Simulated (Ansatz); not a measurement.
# Cu (Cmcm) in Ansatz: further runs

The runs below take Cu through single point, relaxation of cell and atoms, with PBEsol.

All numbers are computed with Ansatz 0.2.0; they aren't measurements. Logs are shortened: lines on timing, memory, paths and dates and some standing lists are left out, and cuts for length are marked.

### 1 The crystal as given

The structure is orthorhombic, space group Cmcm (No. 63). The conventional cell has a = 2.437 Å, b = 7.953 Å, c = 2.475 Å, α = 90.00°, β = 90.00°, γ = 90.00°. Around Cu (site symmetry m2m) lie 10 Cu at 2.44 to 2.54 Å.

This isn't the form of Cu at room conditions, which is fcc.

### 2 Single point, PBEsol (strain_z = 0)

input.yaml

```yaml
crystal:
  lattice:
    - [1.21846369, -3.9763780104, 0.0]
    - [1.21846369, 3.9763780104, 0.0]
    - [0.0, 0.0, 2.4754955235]
  atoms:
    - { symbol: Cu, position: [0.86613335, 0.13386665, 0.75] }
    - { symbol: Cu, position: [0.13386665, 0.86613335, 0.25] }
kpoints:
  mp_grid: { grid: [11, 11, 11] }
scf:
  occupations: { method: fermi_dirac, width: 0.05 }
hamiltonian:
  xc: pbesol
  pseudopotentials: { kind: all_electron, lapw: { basis_error: 0.001 } }
output:
  forces: true
  stress: true
  eigenvalues: true
```

Potentials or basis: all-electron LAPW, scalar-relativistic.

Launch:

```sh
> ansatz run input.yaml --threads 1 --pin off --max-ram 3072MiB --backend cpu --events-out ev --progress --plain --runs-dir out
```

Standard output:

```text
Warning: RAYON_NUM_THREADS=1 ignored (pool sized by the plan → 1); use --threads N
LAPW: plane waves up to 9.299 Å⁻¹, error target 1.0e-3 eV per atom; small_component_spin mean_spin; Cu in spheres of 1.218 Å, 19 of its electrons in bands, Dirac shells [] (how accurate: hamiltonian.pseudopotentials.lapw.basis_error, Limitations)
Engine: ansatz 0.2.0, x86_64-unknown-linux-gnu
Pseudopotentials: kind: all_electron
Pseudopotential: Cu, LAPW, valence charge 19, lapw/all_electron/scalar/gaussian/Cu, Koelling and Harmon's equation, gaussian nucleus
Functional definition: PBEsol
  exchange = pbesol_x
  correlation = pbesol_c
Crystal: 2 atoms, lattice volume = 23.988 Å³
Basis set: ecut = 329.4852213696363 eV, 323 PW (Γ), FFT grids on a1+a2, a2, a3, exchange–correlation at level 2
Bands: 23, of which v1, the nominal top of the filled ones, is band 19 counted from 1 (18 counted from 0)
Symmetry: 8 space group operations
Space group: Cmcm (ITA 63), of the structure as read, at distance tolerance 2.9e-5 Å
k-points: 216 of 1331
Non-local potential: Cu, projectors of the file, none
Initial density: superposition of atomic densities (chi_scale 0.1, normalization cell)
Initial wavefunctions: plane waves of lowest kinetic energy (no species holds an atomic orbital)
Functional: x = pbesol(κ = 0.804, μ = 0.12345679012345678), c = pbesol(β = 0.046)
iter 1 solved again at ethr=1.18e-3 eV; its pass at ethr=1.00e-1 eV (dr2=4.49e-1 eV) is discarded
SCF iter   1: F=—  HF=-89997.363135 eV  |F-HF|=—  |Δ(HF+E_count)|=         —  Δρ=5.71e-2  dr2=4.50e-1  ethr=1.18e-3  ⟨swp⟩=2.0  Hψ=34582  notcnv=0
preconditioner: auto → none  [metal: Δε(μ)=0.021 eV  Ē_g=9.522 eV  σ=0.050 eV  W_gap=0.10  n_scr=8 (ndim 8)  ℏωp=35.6 eV  f_vac=0.000  D(μ)=0.95/eV (n_scr^D=4)  sad-step TF]
SCF iter   2: F=—  HF=-89998.857571 eV  |F-HF|=—  |Δ(HF+E_count)|=    1.49e0  Δρ=2.75e-2  dr2=1.06e-1  ethr=1.18e-3  ⟨swp⟩=3.0  Hψ=17969  notcnv=0
iter 3 solved again at ethr=1.17e-5 eV; its pass at ethr=2.78e-4 eV (dr2=4.44e-3 eV) is discarded
SCF iter   3: F=—  HF=-89995.648403 eV  |F-HF|=—  |Δ(HF+E_count)|=    3.21e0  Δρ=3.62e-3  dr2=4.44e-3  ethr=1.17e-5  ⟨swp⟩=2.0  Hψ=27552  notcnv=0
SCF iter   4: F=—  HF=-89995.493893 eV  |F-HF|=—  |Δ(HF+E_count)|=   1.55e-1  Δρ=6.15e-3  dr2=5.62e-3  ethr=1.17e-5  ⟨swp⟩=3.0  Hψ=17321  notcnv=0
SCF iter   5: F=—  HF=-89995.480248 eV  |F-HF|=—  |Δ(HF+E_count)|=   1.36e-2  Δρ=1.20e-3  dr2=6.65e-4  ethr=1.17e-5  ⟨swp⟩=2.1  Hψ=14121  notcnv=0
SCF iter   6: F=—  HF=-89995.479895 eV  |F-HF|=—  |Δ(HF+E_count)|=   3.54e-4  Δρ=1.82e-4  dr2=5.00e-6  ethr=1.75e-6  ⟨swp⟩=2.0  Hψ=14096  notcnv=0
SCF iter   7: F=—  HF=-89995.479898 eV  |F-HF|=—  |Δ(HF+E_count)|=   3.13e-6  Δρ=5.61e-5  dr2=5.97e-7  ethr=1.32e-8  ⟨swp⟩=2.9  Hψ=14636  notcnv=0
SCF iter   8: F=—  HF=-89995.479895 eV  |F-HF|=—  |Δ(HF+E_count)|=   2.59e-6  Δρ=1.01e-5  dr2=2.14e-8  ethr=1.57e-9  ⟨swp⟩=2.2  Hψ=14143  notcnv=0
SCF iter   9: F=-89995.479895 eV  HF=-89995.479895 eV  |F-HF|=1.12e-9  |Δ(HF+E_count)|=   7.78e-8  Δρ=6.72e-7  dr2=8.59e-11  ethr=5.64e-11  ⟨swp⟩=2.5  Hψ=14263  notcnv=0
SCF 1 converged in 9 iterations: F = -89995.479895 eV  dr2 = 8.59e-11
SCF converged after 9 iterations
Free energy (F): -89995.479895 eV
Harris-Foulkes:  -89995.479895 eV  (|F-HF|=1.12e-9)
Internal energy: -89995.475696 eV  (E = F + TS)
E sigma→0 (E₀):  -89995.477795 eV
Entropy (-TS):   -0.004199 eV (-2.100 meV/atom)
Fermi energy:    16.099901 eV
--- Per-component energies (eV) ---
  E_band       = -741.382108
  E_kinetic    = 91531.742152
  E_xc         = -3606.785716
  E_electrostatic = -177920.432132  (all electrons and nuclei)
  E_smearing   = -0.004199  (= −TS)
  E_closure    = 0.000000  (closes the sum)
  E_atoms      = -89987.119702  (free atoms, spherical and without spin; not in F)
  Σ components = -89995.479895   (vs F -89995.479895, Δ=0.00e0)
  Basis errors (estimates in eV, not in F): energy 2.7e-4 per atom: plane waves 2.4e-4 (1.3e-4 summed), levels above the bands 2.3e-83, relativity 9.1e-9, radial functions 2.5e-5, core shells 1.1e-10; eigenvalues (radial functions only) 3.6e-7; not estimated: angular momenta, meshes, grids; target (lapw.basis_error) 1.0e-3; muffin-tin radii Cu 1.218 Å
--- Forces (eV/Å), atoms counted from 1 ---
  atom   1  Cu     0.00000000     0.00537890     0.00000000
  atom   2  Cu     0.00000000    -0.00537890     0.00000000
  max |Σ_I F_I| component: 0.00e0 eV/Å
--- Stress (GPa, compression-positive) ---
       -1.230447       0.000000       0.000000
        0.000000      -2.195949       0.000000
        0.000000       0.000000      -1.151486
  P = ⅓ Tr σ = -1.5260 GPa (-15.260 kbar)
--- Band table (eV; the first three rows and the last of 216) ---
  k-point 0: bands = ["-96.1654", "-96.1467", "-53.7582", "-53.6673", "-53.6333", "-53.6298", "-53.6202", "-53.6065", "6.7633", "11.1138", "11.8905", "12.3778", "13.0966", "13.3634", "13.7964", "14.1096", "14.3092", "14.4504", "14.6982", "15.9633", "20.8720", "30.7675", "34.4202"]
  k-point 1: bands = ["-96.1644", "-96.1465", "-53.7551", "-53.6732", "-53.6371", "-53.6352", "-53.6194", "-53.6063", "6.9778", "11.2399", "11.9170", "12.4032", "13.0463", "13.4073", "13.7774", "14.0263", "14.2152", "14.3480", "14.4295", "16.6832", "20.9420", "28.6057", "34.6858"]
  k-point 2: bands = ["-96.1617", "-96.1460", "-53.7461", "-53.6887", "-53.6570", "-53.6410", "-53.6172", "-53.6057", "7.6073", "11.5688", "11.9872", "12.4366", "12.9212", "13.4024", "13.7123", "13.7799", "13.8566", "14.3912", "14.3989", "17.9978", "21.1730", "25.2675", "34.2090"]
  k-point 215: bands = ["-96.1489", "-96.1484", "-53.7585", "-53.7571", "-53.6614", "-53.6593", "-53.6090", "-53.6051", "10.9623", "11.0686", "12.4209", "12.5630", "13.6563", "13.6744", "14.0866", "14.2267", "14.2283", "14.5860", "14.6919", "15.3983", "19.8735", "20.3316", "33.0772"]
```

It took 90 s on 1 thread of Intel Xeon at 2.50GHz (Skylake/Cascade Lake), shared host; peak memory 0.6 GiB.

Results:

- Free energy: -89995.4799 eV
- Pressure: -1.5 GPa
- Largest force: 0.005 eV/Å
- Band gap on the k mesh: none (metal or under the smearing width)

Forces on the atoms (eV/Å):
```
Cu   0.000  0.005  0.000
Cu   0.000 -0.005  0.000
```

### 3 Relaxation of cell and atoms, PBEsol

Edit input.yaml of step 2 so:

```diff
@@ -18,2 +18,5 @@
   stress: true
-  eigenvalues: true
+relax:
+  f_tol: 0.02
+  max_steps: 60
+  cell: {}
```

Potentials or basis: all-electron LAPW, scalar-relativistic.

Launch:

```sh
> ansatz run input.yaml --threads 1 --pin off --max-ram 3072MiB --backend cpu --events-out ev --progress --plain --runs-dir out
```

It took 3.9 min on 1 thread of Intel Xeon at 2.50GHz (Skylake/Cascade Lake), shared host; peak memory 0.66 GiB.

The run converged. Its results:

* Free energy: -89995.4813 eV
* Relaxed volume: 11.87 Å³/atom
* Relaxed cell: a = 4.129 Å, b = 4.129 Å, c = 2.475 Å, α = 90.00°, β = 90.00°, γ = 145.75°
* Space group after relaxing (to 0.05 Å): Cmcm (No. 63)
* Energy gained by relaxing: 0.7 meV/atom
* Ionic steps: 5
* Pressure after relaxing: 0.0 GPa

Step by step:
| step | energy change (eV) | largest force (eV/Å) | volume (Å³) |
| --- | --- | --- | --- |
| 1 | 0.0000 | 0.0053 | 23.99 |
| 2 | -0.0010 | 0.0028 | 23.87 |
| 3 | -0.0015 | 0.0015 | 23.74 |
| 4 | -0.0015 | 0.0001 | 23.75 |
| 5 | -0.0015 | 0.0001 | 23.75 |

Final structure:
```cif
data_structure
_symmetry_space_group_name_H-M 'P 1'
_symmetry_Int_Tables_number 1
_cell_length_a 4.1294
_cell_length_b 4.1294
_cell_length_c 2.4746
_cell_angle_alpha 90.000
_cell_angle_beta 90.000
_cell_angle_gamma 145.753
_cell_volume 23.75
loop_
_atom_site_label
_atom_site_type_symbol
_atom_site_fract_x
_atom_site_fract_y
_atom_site_fract_z
_atom_site_occupancy
Cu1 Cu 0.86610 0.13390 0.75000 1
Cu2 Cu 0.13390 0.86610 0.25000 1
```

### 4 Relaxation of cell and atoms, PBEsol, target pressure 5 GPa, at which the enthalpy is minimised

Edit input.yaml of step 3 so:

```diff
@@ -21,2 +21,2 @@
   max_steps: 60
-  cell: {}
+  cell: { p_target: 5 }
```

Potentials or basis: all-electron LAPW, scalar-relativistic.

Launch:

```sh
> ansatz run input.yaml --threads 1 --pin off --max-ram 3072MiB --backend cpu --events-out ev --progress --plain --runs-dir out
```

Standard output:

```text
Warning: RAYON_NUM_THREADS=1 ignored (pool sized by the plan → 1); use --threads N
The last accepted step is kept in <dir> (removed where the run ends without a failure and the disk answers)
LAPW: plane waves up to 9.635 Å⁻¹, error target 1.0e-3 eV per atom; small_component_spin mean_spin; Cu in spheres of 1.182 Å, 19 of its electrons in bands, Dirac shells [] (how accurate: hamiltonian.pseudopotentials.lapw.basis_error, Limitations)
Engine: ansatz 0.2.0, x86_64-unknown-linux-gnu
Pseudopotentials: kind: all_electron
Pseudopotential: Cu, LAPW, valence charge 19, lapw/all_electron/scalar/gaussian/Cu, Koelling and Harmon's equation, gaussian nucleus
Functional definition: PBEsol
  exchange = pbesol_x
  correlation = pbesol_c
Crystal: 2 atoms, lattice volume = 23.988 Å³
Basis set: ecut = 353.6591197607073 eV, 369 PW (Γ), FFT grids on a1+a2, a2, a3, exchange–correlation at level 2
Bands: 23, of which v1, the nominal top of the filled ones, is band 19 counted from 1 (18 counted from 0)
Symmetry: 8 space group operations
Space group: Cmcm (ITA 63), of the structure as read, at distance tolerance 2.9e-5 Å
k-points: 216 of 1331
Non-local potential: Cu, projectors of the file, none
Initial density: superposition of atomic densities (chi_scale 0.1, normalization cell)
Initial wavefunctions: plane waves of lowest kinetic energy (no species holds an atomic orbital)
Functional: x = pbesol(κ = 0.804, μ = 0.12345679012345678), c = pbesol(β = 0.046)
iter 1 solved again at ethr=1.62e-3 eV; its pass at ethr=1.00e-1 eV (dr2=6.14e-1 eV) is discarded
SCF iter   1: F=—  HF=-89997.363056 eV  |F-HF|=—  |Δ(HF+E_count)|=         —  Δρ=6.56e-2  dr2=6.16e-1  ethr=1.62e-3  ⟨swp⟩=2.0  Hψ=34576  notcnv=0
preconditioner: auto → none  [metal: Δε(μ)=0.021 eV  Ē_g=9.522 eV  σ=0.050 eV  W_gap=0.10  n_scr=8 (ndim 8)  ℏωp=35.6 eV  f_vac=0.000  D(μ)=0.95/eV (n_scr^D=4)  sad-step TF]
[... 55 lines left out ...]
SCF converged after 2 iterations
Free energy (F): -89995.470432 eV
Harris-Foulkes:  -89995.470432 eV  (|F-HF|=1.94e-9)
Internal energy: -89995.466645 eV  (E = F + TS)
E sigma→0 (E₀):  -89995.468539 eV
Entropy (-TS):   -0.003787 eV (-1.894 meV/atom)
Fermi energy:    16.976572 eV
--- Per-component energies (eV) ---
  E_band       = -712.366498
  E_kinetic    = 91534.558725
  E_xc         = -3607.429642
  E_electrostatic = -177922.595728  (all electrons and nuclei)
  E_smearing   = -0.003787  (= −TS)
  E_closure    = 0.000000  (closes the sum)
  E_atoms      = -89987.119702  (free atoms, spherical and without spin; not in F)
  Σ components = -89995.470432   (vs F -89995.470432, Δ=0.00e0)
  Basis errors (estimates in eV, not in F): energy 3.0e-4 per atom: plane waves 2.7e-4 (1.5e-4 summed), levels above the bands 3.0e-71, relativity 9.7e-9, radial functions 2.4e-5, core shells 3.9e-10; eigenvalues (radial functions only) 1.7e-7; not estimated: angular momenta, meshes, grids; target (lapw.basis_error) 1.0e-3; muffin-tin radii Cu 1.166 Å
--- Forces (eV/Å), atoms counted from 1 ---
  atom   1  Cu     0.00000000     0.00032060    -0.00000000
  atom   2  Cu    -0.00000000    -0.00032060     0.00000000
  max |Σ_I F_I| component: 0.00e0 eV/Å
--- Stress (GPa, compression-positive) ---
        5.000628      -0.000000       0.000000
       -0.000000       5.000689       0.000000
        0.000000       0.000000       5.006944
  P = ⅓ Tr σ = 5.0028 GPa (50.028 kbar)
--- Relaxed structure (4 steps of the walk, 4 accepted, 1 SCFs on fresh bases) ---
  F+E_penalty+E_count = -89995.47043241 eV   max|allowed force component| = 3.206e-4 eV/Å   (the final SCF, on the basis selected at the relaxed cell)
  cell:  # Å, volume = 23.0282 Å³
    - [1.2017052031379707, -3.9110225555813236, 5.913121674659211e-18]
    - [1.2017052031379707, 3.9110225555813236, -5.913121674659214e-18]
    - [-2.9756213811169068e-33, -3.681215970223418e-18, 2.4498676933076]
  atoms:
    - { symbol: Cu, position: [0.8664428247055721, 0.1335571752944279, 0.75] }
    - { symbol: Cu, position: [0.1335571752944279, 0.8664428247055721, 0.24999999999999997] }
```

It took 4.2 min on 1 thread of Intel Xeon at 2.50GHz (Skylake/Cascade Lake), shared host; peak memory 0.67 GiB.

What came out:

```
Free energy                                            : -89995.4704 eV
Relaxed volume                                         : 11.51 Å³/atom
Relaxed cell                                           : a = 4.091 Å, b = 4.091 Å, c = 2.450 Å, α = 90.00°, β = 90.00°, γ = 145.84°
Space group after relaxing (to 0.05 Å)                 : Cmcm (No. 63)
Energy change on relaxing (the enthalpy is what falls) : +4.7 meV/atom
Ionic steps                                            : 5
Pressure after relaxing                                : 5.0 GPa
```

The path:
| step | energy change (eV) | largest force (eV/Å) | volume (Å³) |
| --- | --- | --- | --- |
| 1 | 0.0000 | 0.0053 | 23.99 |
| 2 | 0.0001 | 0.0044 | 23.48 |
| 3 | 0.0106 | 0.0009 | 22.99 |
| 4 | 0.0094 | 0.0003 | 23.03 |
| 5 | 0.0094 | 0.0003 | 23.03 |

Final structure:
```
Cu
1.0
     1.20171   -3.91102    0.00000
     1.20171    3.91102    0.00000
     0.00000    0.00000    2.44987
Cu
2
Direct
  0.86644 0.13356 0.75000
  0.13356 0.86644 0.25000
```

### 5 Relaxation of cell and atoms, PBEsol, target pressure 10 GPa, at which the enthalpy is minimised

Edit input.yaml of step 4 so:

```diff
@@ -21,2 +21,2 @@
   max_steps: 60
-  cell: { p_target: 5 }
+  cell: { p_target: 10 }
```

Launch:

```sh
> ansatz run input.yaml --threads 1 --pin off --max-ram 3072MiB --backend cpu --events-out ev --progress --plain --runs-dir out
```

Wall time 3.8 min (1 thread of Intel Xeon at 2.50GHz (Skylake/Cascade Lake), shared host); peak memory 0.68 GiB.

Results (log left out):

```
Free energy                                            : -89995.4423 eV
Relaxed volume                                         : 11.21 Å³/atom
Relaxed cell                                           : a = 4.058 Å, b = 4.058 Å, c = 2.429 Å, α = 90.00°, β = 90.00°, γ = 145.91°
Space group after relaxing (to 0.05 Å)                 : Cmcm (No. 63)
Energy change on relaxing (the enthalpy is what falls) : +18.8 meV/atom
Ionic steps                                            : 5
Pressure after relaxing                                : 10.0 GPa
```

Step by step:
```tsv
step	energy change (eV)	largest force (eV/Å)	volume (Å³)
1	0.0000	0.0053	23.99
2	0.0077	0.0108	23.09
3	0.0434	0.0006	22.33
4	0.0376	0.0004	22.42
5	0.0376	0.0001	22.42
```

Final structure:
```yaml
crystal:
  lattice:
    - [1.18970, -3.88014, 0.00000]
    - [1.18970, 3.88014, 0.00000]
    - [0.00000, 0.00000, 2.42856]
  atoms:
    - { symbol: Cu, position: [0.86670, 0.13330, 0.75000] }
    - { symbol: Cu, position: [0.13330, 0.86670, 0.25000] }
```

### 6 Summary

| task | cell | cutoff (eV) | pressure (GPa) |
| --- | --- | --- | --- |
| single point | strain_z = 0 | 329 | -1.5 |
| relaxation of cell and atoms | relaxed | - | 0.0 |
| relaxation of cell and atoms | relaxed to 5 GPa | - | 5.0 |
| relaxation of cell and atoms | relaxed to 10 GPa | - | 10.0 |

Alike in all rows: level PBEsol; potentials or basis all-electron LAPW, scalar-relativistic; no spin polarisation; k mesh 11 × 11 × 11; smearing fermi-dirac 0.05 eV; basis error allowed 0.001 eV/atom.

Compare energies only between runs with the same functional and basis.
